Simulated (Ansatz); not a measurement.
**Zone-centre phonons of BN at 40 GPa: input and output**

Computed with Ansatz 0.2.0, DFT LDA, scalar-relativistic, plane waves, PAW.

Launched with:
```bash
ansatz run input.yaml --threads 1 --pin off --max-ram 3072MiB --backend cpu --events-out ev --progress --plain --runs-dir out
```

Input (bare energies are in eV):
```yaml
crystal:
  lattice:
    - [2.449594486, 0.0024275063, -0.2355854474]
    - [-1.2155764122, 2.1267082187, 0.235596435]
    - [-1.0357024707, -0.8219095605, 2.0755251403]
  atoms:
    - { symbol: B, position: [1.0740745, 1.032942, 0.1184025] }
    - { symbol: "N", position: [0.5740745, 0.282942, 0.8684025] }
basis:
  ecutwfc: 420
kpoints:
  mp_grid: { grid: [14, 14, 14] }
hamiltonian:
  xc: lda
scf:
  occupations: { method: fixed }
output:
  eigenvalues: true
phonons:
  method: dfpt
  dielectric: true
  rigid_motions: translations
  eigenvectors: true
```

Results section of the output:
```
--- Phonons (Γ-DFPT): 6 representative perturbations + reference, on 1376 of 2744 k-points (Σ response iterations 18) ---
  ASR residual: 3.314e-4 → 0.000e0 eV/Å²; symmetrization residual: 2.707e-7 eV/Å²
  The last average, over the group as it would stand without the narrowing to the FFT grids, took up to 1.102e-7 eV/Å² of the zone centre's force constants
  ASR residual per site (eV/Å²): 2.66e-4 3.31e-4
  Γ frequencies (cm⁻¹): 0.00 0.00 0.00 1184.70 1184.70 1184.70
  ε∞ (high-frequency dielectric tensor):
        4.498766     0.000000     0.000000
        0.000000     4.498766     0.000000
        0.000000    -0.000000     4.498766
  ε⁰ (static dielectric tensor: ions relaxed, cell fixed):
        6.339432     0.000000     0.000000
        0.000000     6.339432     0.000000
        0.000000     0.000000     6.339432
  ε⁰ − ε∞ (ionic part):
        1.840667     0.000000     0.000000
        0.000000     1.840667     0.000000
        0.000000     0.000000     1.840667
  softest optical mode at Γ: 1184.70 cm⁻¹; the repairs (sum rule, projections) moved no ω² at Γ by more than (2.60 cm⁻¹)²
  Born effective charges Z* (e; rows j = field, columns β = displacement):
    site 0:
         1.83730    0.00000    0.00000
         0.00000    1.83730    0.00000
         0.00000   -0.00000    1.83730
    site 1:
        -1.83730   -0.00000   -0.00000
        -0.00000   -1.83730   -0.00000
        -0.00000    0.00000   -1.83730
  Z* charge neutrality: 3.101e-6 e pre-enforcement
  k-mesh period / interband length: 34.5 Å / 1.27 Å = 27.13 at k = (0.0000, -0.5000, -0.5000), direct gap 10.009 eV — 14 or more, which is no proof of convergence
  optical modes at Γ without the LO–TO term, one row a degenerate level:
      ω (cm⁻¹) modes IR ((D/Å)²/amu)
       1184.70      3            38.2931
  optical modes at Γ + LO–TO along q̂ = [1.0000, 0.0000, 0.0000]:
      ω (cm⁻¹) modes IR ((D/Å)²/amu)
       1184.70      2            25.5288
       1406.33      1            12.7644
  optical modes at Γ + LO–TO along q̂ = [0.0000, 1.0000, 0.0000]:
      ω (cm⁻¹) modes IR ((D/Å)²/amu)
       1184.70      2            25.5288
       1406.33      1            12.7644
  optical modes at Γ + LO–TO along q̂ = [0.0000, 0.0000, 1.0000]:
      ω (cm⁻¹) modes IR ((D/Å)²/amu)
       1184.70      2            25.5288
       1406.33      1            12.7644
```

It took 33 s on 1 thread of AMD EPYC 9R45 96-Core Processor (Zen 5), on a shared host, peak memory 0.77 GiB.

Other phases may be more stable at this pressure.